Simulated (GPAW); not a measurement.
# BP (F-43m) in GPAW: single point with PBE

Aim: the single point of BP with PBE.

Everything below comes from runs of GPAW 26.7.0. Logs are shortened: lines on timing, memory, paths and dates and some standing lists are left out, and cuts for length are marked. The log counts tension as positive stress, the text compression.

### 1 The undisturbed crystal

It takes space group F-43m (No. 216, cubic). Conventional cell: a = 4.538 Å, b = 4.538 Å, c = 4.538 Å, α = 90.00°, β = 90.00°, γ = 90.00°. P (site symmetry -43m) has 4 B at 1.97 Å as nearest neighbours. Around B (site symmetry -43m) lie 4 P at 1.97 Å.

### 2 Single point, PBE (volume scaled by 1.08)

The input, run.py:

```python
from ase.dft.bandgap import bandgap
from ase.io import read, write
from ase.units import GPa
from gpaw import GPAW, PW

atoms = read('POSCAR')

calc = GPAW(mode=PW(650),
            xc='PBE',
            kpts={'size': (8, 8, 8), 'gamma': True},
            occupations={'name': 'fermi-dirac', 'width': 0.05},
            nbands=11,
            maxiter=120,
            txt='gpaw.txt')
atoms.calc = calc
energy = atoms.get_potential_energy()
forces = atoms.get_forces()
stress = atoms.get_stress()
calc.write('gs.gpw')
write('result.traj', atoms)
print(f'Energy: {energy:.6f} eV')
print('Forces (eV/A):')
print(forces.round(4))
print('Stress (GPa):', (stress / GPa).round(3))
print('Fermi level:', round(calc.get_fermi_level(), 4), 'eV')
print(f'Gap: {bandgap(calc)[0]:.4f} eV, direct: {bandgap(calc, direct=True)[0]:.4f} eV')
```

The input, POSCAR:

```
BP
1.0
    0.0000000000      2.3279612538      2.3279612538
    2.3279612538      0.0000000000      2.3279612538
    2.3279612538      2.3279612538      0.0000000000
P B
1 1
Direct
    0.7500000000      0.7500000000      0.7500000000
    0.0000000000      0.0000000000      0.0000000000
```

Potentials or basis: GPAW PAW data sets (gpaw-data 1.2.1), pw.

On the command line:

```console
$ OMP_NUM_THREADS=1 python run.py
```

gpaw.txt:

```text
__  _  _
 | _ |_)|_||  |
 |__||  | ||/\| - 26.7.0

Input parameters:
  mode=PW(ecut=650.0),
  kpts=MonkhorstPack(size=(8, 8, 8), gamma=True),
  maxiter=120,
  nbands=11,
  occupations=Occupations(name='fermi-dirac', width=0.05),
  xc=XC(name='PBE')

Diagonalizing LCAO Hamiltonian
Converting LCAO to pw mode

                  P

       B

Atoms  # Å, Bohr magnetons
|   | symbol |        x |        y |        z |    initial magnetic moments |
|---|--------|----------|----------|----------|-----------------------------|
| 0 |      P | 3.491942 | 3.491942 | 3.491942 | ( 0.0000,  0.0000,  0.0000) |
| 1 |      B | 0.000000 | 0.000000 | 0.000000 | ( 0.0000,  0.0000,  0.0000) |

Unit cell  # Å
| periodic |        x |        y |        z |  lengths |    angles |
|----------|----------|----------|----------|----------|-----------|
|      yes | 0.000000 | 2.327961 | 2.327961 | 3.292234 | 60.000000 |
|      yes | 2.327961 | 0.000000 | 2.327961 | 3.292234 | 60.000000 |
|      yes | 2.327961 | 2.327961 | 0.000000 | 3.292234 | 60.000000 |

Number of symmetries: 24
Symmetry operations  # r_c * U_cc + t_c -> r_c
|    | kind |            matrix            |
|----|------|------------------------------|
|  0 |  E   |  1, 0, 0,  0, 1, 0,  0, 0, 1 |
|  1 |  σ   |  1, 0, 0,  0, 0, 1,  0, 1, 0 |
|  2 |  σ   |  1, 0,-1,  0, 1,-1,  0, 0,-1 |
|  3 |  C3  |  1, 0,-1,  0, 0,-1,  0, 1,-1 |
|  4 |  C3  |  1,-1, 0,  0,-1, 1,  0,-1, 0 |
|  5 |  σ   |  1,-1, 0,  0,-1, 0,  0,-1, 1 |
|  6 |  σ   |  0, 1, 0,  1, 0, 0,  0, 0, 1 |
|  7 |  C3  |  0, 1, 0,  0, 0, 1,  1, 0, 0 |
|  8 |  C2  |  0, 1,-1,  1, 0,-1,  0, 0,-1 |
|  9 |  S4  |  0, 1,-1,  0, 0,-1,  1, 0,-1 |
| 10 |  C3  |  0, 0, 1,  1, 0, 0,  0, 1, 0 |
| 11 |  σ   |  0, 0, 1,  0, 1, 0,  1, 0, 0 |
| 12 |  S4  |  0, 0,-1,  1, 0,-1,  0, 1,-1 |
| 13 |  C3  |  0, 0,-1,  0, 1,-1,  1, 0,-1 |
| 14 |  S4  |  0,-1, 1,  1,-1, 0,  0,-1, 0 |
| 15 |  C2  |  0,-1, 1,  0,-1, 0,  1,-1, 0 |
| 16 |  C3  |  0,-1, 0,  1,-1, 0,  0,-1, 1 |
| 17 |  S4  |  0,-1, 0,  0,-1, 1,  1,-1, 0 |
| 18 |  S4  | -1, 1, 0, -1, 0, 1, -1, 0, 0 |
| 19 |  C3  | -1, 1, 0, -1, 0, 0, -1, 0, 1 |
| 20 |  C3  | -1, 0, 1, -1, 1, 0, -1, 0, 0 |
| 21 |  S4  | -1, 0, 1, -1, 0, 0, -1, 1, 0 |
| 22 |  σ   | -1, 0, 0, -1, 1, 0, -1, 0, 1 |
| 23 |  C2  | -1, 0, 0, -1, 0, 1, -1, 1, 0 |

BZ-sampling:
  Number of BZ points: 512
  Number of IBZ points: 29

  Monkhorst-Pack size: [8, 8, 8]
  Monkhorst-Pack shift: [0.0625, 0.0625, 0.0625]

K-points  # in reciprocal-cell coordinates
|     |                                coordinates |     weight |
|-----|--------------------------------------------|------------|
|   0 | (  0.00000000,   0.00000000,   0.00000000) | 0.00195312 |
|   1 | (  0.12500000,   0.12500000,   0.00000000) | 0.01171875 |
|   2 | (  0.12500000,   0.12500000,   0.12500000) | 0.01562500 |
|   3 | (  0.25000000,   0.12500000,   0.12500000) | 0.02343750 |
|   4 | (  0.25000000,   0.25000000,   0.00000000) | 0.01171875 |
|   5 | (  0.25000000,   0.25000000,   0.12500000) | 0.04687500 |
|   6 | (  0.25000000,   0.25000000,   0.25000000) | 0.01562500 |
|   7 | (  0.37500000,   0.25000000,  -0.37500000) | 0.04687500 |
|   8 | (  0.37500000,   0.25000000,   0.12500000) | 0.04687500 |
|   9 | (  0.37500000,   0.25000000,   0.25000000) | 0.04687500 |
| ... |                                            |            |
|  28 | (  0.50000000,   0.50000000,   0.50000000) | 0.00781250 |

Plane wave coefficients: 960
Cutoff: 650.0 eV

Spin-components: 1 (collinear spins)
Bands:           11
Projectors:      10
Spin-degeneracy: 2
Datatype:        complex128

Parallelization:
  kpt:    1
  domain: 1
  band:   1

Density:
  Valence electrons: 8.0
  Components: 1
  Grid points: [20 20 20]
  Charge: 0.0  # |e|

Potential:
  Grid points: [20 20 20]

species:
  P:
    name:    Phosphorus
    Z:       15.0
    valence: 5
    core:    10
    charge:  0.0  # [|e|]
    compensation charges:
      type: gauss
      rc: 0.30  # [Å]
      lmax: 2
    cutoffs:
      filter: 1.69  # [Å]
      core: 1.81  # [Å]
    projectors
    | kind |    occ | energy [eV] | rcut [Å] |
    |------|--------|-------------|----------|
    |   3s |  2.000 |     -13.968 |    0.953 |
    |   3p |  3.000 |      -5.506 |    0.953 |
    |    s |        |      13.244 |    0.953 |
    |    p |        |      21.705 |    0.953 |
    |    d |        |       0.000 |    0.953 |

    Using partial waves for P as LCAO basis

  B:
    name:    Boron
    Z:       5.0
    valence: 3
    core:    2
    charge:  0.0  # [|e|]
    compensation charges:
      type: gauss
      rc: 0.20  # [Å]
      lmax: 2
    cutoffs:
      filter: 1.14  # [Å]
      core: 1.38  # [Å]
    projectors
    | kind |    occ | energy [eV] | rcut [Å] |
    |------|--------|-------------|----------|
    |   2s |  2.000 |      -9.443 |    0.635 |
    |   2p |  1.000 |      -3.606 |    0.635 |
    |    s |        |      17.768 |    0.635 |
    |    p |        |      23.605 |    0.635 |
    |    d |        |       0.000 |    0.635 |

    Using partial waves for B as LCAO basis

Reference energy: -9972.403226  # eV

eigensolver:
  PPCG
  Converge bands: occupied
  niter=2

density mixing:
  MSR1-Mixer
  Pratt-step length: 0.05
  Maximum mixing coefficient: 0.75
  Old densities: 10
  SVD Regularization: 0.005
  Good broyden scale: 1.0
  Trust region scale: 1.0
  Backstep threshold: 4.0
  History deletion threshold: 6.0
  Fourier metric: weight=20.0, sigma=0.015

occupation numbers:
  Fermi-Dirac:
    width: 0.0500  # eV

poisson solver:
  ecut: 5200.0  # eV

xc functional:
  name: PBE with 2 nearest neighbor stencil

convergence criteria:
- Maximum [total energy] change in last 3 cyles: 0.0005 eV / valence electron
- Maximum integral of absolute [dens]ity change: 0.0001 electrons / valence electron
- Maximum integral of absolute [eigenst]ate change: 4e-08 eV^2 / valence electron
maximum number of iterations: 120

SCF iterations
|iter     | |      energy | eigst |  dens |
|---------|-|-------------|-------|-------|
|iter:   1| |  -13.313128 | +0.09 |       |
|iter:   2| |  -13.224608 | -2.12 | -0.73 |
|iter:   3| |  -12.839142 | -1.65 | -0.77 |
|iter:   4| |  -12.834654 | -3.11 | -1.45 |
|iter:   5| |  -12.834549 | -4.17 | -1.97 |
|iter:   6| |  -12.834570c| -5.50 | -2.65 |
|iter:   7| |  -12.834571c| -6.94 | -3.68 |
|iter:   8| |  -12.834571c| -8.39c| -4.28c|

Converged in 8 steps
Energy contributions relative to reference atoms: (reference = -9972.403226)

Energy contributions:
  Kinetic:           7.439098
  Coulomb:          -7.141783
  Zero:             -0.019930
  External:          0.000000
  Xc:              -13.111955
  Entropy:          -0.000000
  Spinorbit:         0.000000
  ----------------------------
  Free energy:     -12.834571
  Extrapolated:    -12.834571

dipole moment: (-3.575970, -3.575970, -3.575970)  # |e|*Ang

Fermi level: 7.932
Eigenvalues  # (at kpt = [0.000, 0.000, 0.000])
| band index |      eig [eV] | occ [0-2] |
|------------|---------------|-----------|
|          0 |        -7.522 |     2.000 |
|          1 |         7.267 |     2.000 |
|          2 |         7.267 |     2.000 |
|          3 |         7.267 |     2.000 |
|          4 |        10.569 |     0.000 |
|          5 |        10.569 |     0.000 |
|          6 |        10.569 |     0.000 |
|          7 |        13.515 |     0.000 |
|          8 |        18.324 |     0.000 |
|          9 |        19.090 |     0.000 |
|         10 |        19.090 |     0.000 |

Gap: 1.366 eV
Transition (v -> c):
  (s=0, k=0, n=3, [0.00, 0.00, 0.00]) -> (s=0, k=12, n=4, [0.38, 0.38, 0.00])
Direct/indirect transitions are different
Direct gap: 3.302 eV
Transition at: (s=0, k=0, n=3, [0.00, 0.00, 0.00])

Forces  # eV/Ang
|        x |        y |        z |
|----------|----------|----------|
| -0.00000 | -0.00000 |  0.00000 |  # P    0
|  0.00000 | -0.00000 | -0.00000 |  # B    1

Stress tensor  # eV/Ang^3
|         x |         y |         z |
|-----------|-----------|-----------|
|  0.060884 |  0.000000 | -0.000000 |
|  0.000000 |  0.060884 | -0.000000 |
| -0.000000 | -0.000000 |  0.060884 |

# Writing to gs.gpw (mode='')
```

Wall time 4.8 s (1 thread of Arm Neoverse V2, shared host); peak memory 0.13 GiB.

Results:

```
Free energy            : -12.8346 eV
Pressure               : -9.8 GPa
Band gap on the k mesh : 1.37 eV, indirect (least direct gap 3.30 eV)
```

Levels at points of the mesh, in eV from the valence-band top:
| k point | band 1 | band 2 | band 3 | band 4 | band 5 | band 6 | band 7 |
| --- | --- | --- | --- | --- | --- | --- | --- |
| (0.00, 0.00, 0.00) | -14.79 | 0.00 | 0.00 | 0.00 | 3.30 | 3.30 | 3.30 |
| (0.50, 0.50, 0.00) | -10.33 | -8.19 | -3.84 | -3.84 | 1.48 | 1.73 | 11.39 |
| (0.50, 0.50, 0.50) | -11.75 | -8.50 | -1.66 | -1.66 | 3.34 | 4.66 | 4.66 |

Caveat: the cutoff is short for stress and forces, so pressures can be off by a GPa or more.
